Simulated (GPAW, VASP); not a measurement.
This is a calculation of InPd for VASP 6.6.1. The cell comes from a database or a generator and needn't be the stable form of this composition.

The input INCAR:

```
ALGO = Normal ; EDIFF = 1E-6
ENCUT = 520 ; GGA = PE
ISIF = 2 ; ISMEAR = 0
LASPH = True ; LCHARG = False
LREAL = False ; LWAVE = False
NELM = 100 ; PREC = Accurate
SIGMA = 0.026000000000000002
```

File KPOINTS:

```
k-points
0
Gamma
  8 8 8
```

The input POSCAR:

```
InPd
1.0
    3.2718847800      0.0000000000      0.0000000000
    0.0000000000      3.2718847800      0.0000000000
    0.0000000000      0.0000000000      3.2718847800
In Pd
1 1
Direct
    0.0000000000      0.0000000000      0.0000000000
    0.5000000000      0.5000000000      0.5000000000
```

Potentials or basis: VASP PAW PBE potentials, release 64 (In_d, Pd).

Launch:

```bash
$ cat potpaw_PBE.64/In_d/POTCAR potpaw_PBE.64/Pd/POTCAR > POTCAR
$ mpirun -np 1 vasp_std > vasp.out
```

**Question.** What does the same run look like in GPAW 26.7.0 (ASE script)? Potentials or basis there: GPAW PAW data sets (gpaw-data 1.2.1), cutoff 600 eV.

**Answer.** As run (cutoffs and basis follow the program's own potentials, and thresholds, step limits or extra output files can differ):

File run.py:

```python
from ase import Atoms
from ase.dft.bandgap import bandgap
from ase.io import write
from ase.units import GPa
from gpaw import GPAW, PW

atoms = Atoms(['In', 'Pd'],
              cell=[[3.27188478, 0.0, 0.0],
                    [0.0, 3.27188478, 0.0],
                    [0.0, 0.0, 3.27188478]],
              scaled_positions=[[0.0, 0.0, 0.0],
                                [0.5, 0.5, 0.5]],
              pbc=True)

calc = GPAW(mode=PW(600),
            xc='PBE',
            kpts={'size': (8, 8, 8), 'gamma': True},
            occupations={'name': 'methfessel-paxton', 'order': 0, 'width': 0.026000000000000002},
            nbands=26,
            convergence={'density': 1e-05, 'energy': 1e-05},
            maxiter=150,
            txt='gpaw.txt')
atoms.calc = calc
energy = atoms.get_potential_energy()
forces = atoms.get_forces()
stress = atoms.get_stress()
calc.write('gs.gpw')
write('result.traj', atoms)
print(f'Energy: {energy:.6f} eV')
print('Forces (eV/A):')
print(forces.round(4))
print('Stress (GPa):', (stress / GPa).round(3))
print('Fermi level:', round(calc.get_fermi_level(), 4), 'eV')
print(f'Gap: {bandgap(calc)[0]:.4f} eV, direct: {bandgap(calc, direct=True)[0]:.4f} eV')
```

Potentials or basis: GPAW PAW data sets (gpaw-data 1.2.1), pw.

The run is started by

```bash
$ OMP_NUM_THREADS=1 python run.py
```

Both were run:

|  | VASP | GPAW |
| --- | --- | --- |
| Pressure | 3.7 GPa | 3.3 GPa |

The potentials hold 23 and 29 valence electrons a cell.

Pressure is positive in compression.
